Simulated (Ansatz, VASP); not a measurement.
**Ti in VASP and in Ansatz**

```
Ti
1.0
    -1.77228    1.77228    1.77228
     1.77228   -1.77228    1.77228
     1.77228    1.77228   -1.77228
Ti
1
Direct
  0.00000 0.00000 0.00000
```

Change from the starting cell: strain +0.080 along x and y, +0.080 along z, atoms carried along.

Alike in both runs: task single point; functional r2SCAN; k mesh 20 × 20 × 20; occupations gaussian, width 0.15 eV; no spin polarisation.

|  | VASP | Ansatz |
| --- | --- | --- |
| version | VASP 6.6.1 | Ansatz 0.2.0 |
| potentials or method | VASP PAW PBE potentials, release 64 (Ti_sv) | scalar-relativistic, plane waves, PAW |
| plane-wave cutoff (eV) | 520 | 500 |
| valence electrons in the cell | 12 | 12 |

```csv
,VASP,Ansatz,Ansatz less VASP
gap on the k mesh at the Fermi level (eV),none,none,-
pressure (GPa),-18.2,-18.2,-0.04
```

A gap of «none» marks a metal or a gap that the smearing closes.

Caveats: so large a pressure means that the cell lies far from this level's equilibrium, or that cutoff or potentials fall short (VASP); the potentials were made for another functional, which shifts forces and pressure (VASP).
